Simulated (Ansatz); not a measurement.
The system is B.

```
CELL_PARAMETERS angstrom
2.34611 0.00000 0.00000
0.00000 2.34611 0.00000
0.00000 0.00000 1.58579
ATOMIC_POSITIONS crystal
B 0.50000 0.50000 0.50000
```

The cell was built by a generator and needn't be a form met in nature.

* Program: Ansatz 0.2.0
* Task: single point
* Functional: PBE
* Potentials or basis: Ansatz PAW
* Cutoff: 420 eV (not typed: the program's choice for these potentials)
* k mesh: 11 × 11 × 16
* Occupations: fermi-dirac, width 0.05 eV
* Spin: no spin polarisation

On this cell: pressure -0.3 GPa; band gap on the k mesh none (metal or under the smearing width).

The same run follows on a disturbed copy (cell strained at random at fixed volume):

```
CELL_PARAMETERS angstrom
2.34935 -0.01019 0.01540
-0.01019 2.33466 0.04230
0.01041 0.02859 1.59198
ATOMIC_POSITIONS crystal
B 0.50269 0.51301 0.50288
```

Problem. What does the disturbed cell give?

Solution. The energy (extrapolated to zero smearing) moves by -3.2 meV/atom; pressure -1.8 GPa; band gap on the k mesh none (metal or under the smearing width).

Stress tensor (GPa, compression positive):
```
-1.14  0.54  1.36
 0.54 -0.14  2.26
 1.36  2.26 -4.01
```

The energy falls, though the first cell shows no forces: that form is unstable against this distortion, unless noise or another electronic state is at work.
